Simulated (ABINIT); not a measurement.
Set up this calculation in ABINIT 10.8.3 (patched build), as the native input.

```yaml
Task: single point
Functional: PBE-EpsX
Potentials_or_basis: SPMS NC PBE v1.0
Cutoff: 599 eV
k_mesh: 8 × 8 × 8
Occupations: fermi-dirac, width 0.05 eV
Spin: no spin polarisation
Most_SCF_steps: 60
Thinning_of_the_exchange_mesh_fockdownsampling: 2 × 2 × 2
Dielectric_constant_that_sets_the_share: 9.28073
```

Crystal: BP.

```
CELL_PARAMETERS angstrom
0.00000 2.26900 2.26900
2.26900 0.00000 2.26900
2.26900 2.26900 0.00000
ATOMIC_POSITIONS crystal
P 0.75000 0.75000 0.75000
B 0.00000 0.00000 0.00000
```

The input as run:

run.abi

```
# Pseudopotentials
pp_dirpath "./"
pseudos "15_P_5_1.8_1.9_pbe_n_v1.0.psp8, 05_B_3_1.5_1.7_pbe_n_v1.0.psp8"

# Structure
acell 3*1.0 Angstrom
rprim
     0.0000000000     2.2690000000     2.2690000000
     2.2690000000     0.0000000000     2.2690000000
     2.2690000000     2.2690000000     0.0000000000
ntypat 2
znucl 15 5
natom 2
typat 1 2
xcart
     3.4035000000     3.4035000000     3.4035000000
     0.0000000000     0.0000000000     0.0000000000 Angstrom

# Plane-wave basis
ecut 22.0

# k points
kptopt 1
ngkpt 8 8 8
nshiftk 1
shiftk 0.0 0.0 0.0

# Exchange and correlation
ixc 41
hyb_mixing 0.1078
fockdownsampling 2 2 2

# Bands and occupations
nband 8
occopt 3
tsmear 0.00183747

# SCF cycle
nstep 60
toldfe 1.0e-7

# Output
iomode 3
prtwf 0
prtden 0
prteig 0
prtebands 0
```

Potentials or basis: SPMS NC PBE v1.0.

Run with:

```bash
$ mpirun --bind-to none -np 4 abinit run.abi > log 2>&1
```

Results of the run:

The band gap on the k mesh is 1.93 eV, indirect (least direct gap 4.12 eV) and the valence electrons inside the program's atomic spheres are P 2.89; B 2.71.

Run time: 5.1 min on 4 MPI ranks on Arm Neoverse V1, with other jobs on the host, peak memory 0.28 GiB a rank.
